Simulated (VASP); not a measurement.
Set up this calculation in VASP 6.6.1, as the native input.

| Property | Result |
| --- | --- |
| Task | single point |
| Functional | r2SCAN |
| Potentials or basis | VASP PAW PBE potentials, release 64 (Si) |
| Cutoff | 520 eV |
| k mesh | 7 × 7 × 4 |
| Occupations | fermi-dirac, width 0.1 eV |
| Spin | no spin polarisation |
| Dipole correction | no |
| Further INCAR settings | ALGO = Normal; EDIFF = 1e-07; NBANDS = 11 |

The system is Si.

```
CELL_PARAMETERS angstrom
2.62525 0.00000 0.00000
-1.31263 2.27353 0.00000
0.00000 0.00000 4.59822
ATOMIC_POSITIONS crystal
Si 0.33333 0.66667 0.25000
Si 0.66667 0.33333 0.75000
```

This isn't the form of Si at room conditions, which is diamond.

These files were run (other wordings do the same):

POSCAR

```
Si
1.0
    2.6252514103      0.0000000000      0.0000000000
   -1.3126257052      2.2735344127      0.0000000000
    0.0000000000      0.0000000000      4.5982227962
Si
2
Direct
    0.3333333333      0.6666666667      0.2500000000
    0.6666666667      0.3333333333      0.7500000000
```

INCAR.step1

```
SYSTEM = Si
ALGO = Normal
EDIFF = 1E-4
ENCUT = 520
GGA = PE
ISMEAR = -1
LASPH = .TRUE.
LCHARG = .FALSE.
LREAL = .FALSE.
LWAVE = .TRUE.
NBANDS = 11
NELM = 100
PREC = Accurate
SIGMA = 0.1
```

INCAR.step2

```
SYSTEM = Si
ALGO = Normal
EDIFF = 1E-7
ENCUT = 520
ISIF = 2
ISMEAR = -1
ISTART = 1
LASPH = .TRUE.
LCHARG = .FALSE.
LMIXTAU = .TRUE.
LREAL = .FALSE.
LWAVE = .FALSE.
METAGGA = R2SCAN
NBANDS = 11
NELM = 100
PREC = Accurate
SIGMA = 0.1
```

KPOINTS

```
k-points
0
G
  7 7 4
  0 0 0
```

Potentials or basis: VASP PAW PBE potentials, release 64 (Si).

The run is started by

```sh
$ cat potpaw_PBE.64/Si/POTCAR > POTCAR
$ cp INCAR.step1 INCAR
$ mpirun -np 1 vasp_std > vasp.out
$ cp INCAR.step2 INCAR
$ mpirun -np 1 vasp_std > vasp.out
```

It gave:

```
Pressure               : 1.3 GPa
Band gap on the k mesh : none (metal or under the smearing width)
```

Caveat: the k mesh is coarse (spacing up to 0.39 Å⁻¹), so the values aren't converged; the PAW data sets were made with another functional, which shifts forces and pressure a little.

It took 20 s on 1 thread of AMD EPYC 9R45 (Zen 5) (shared host), peak memory 0.1 GiB.
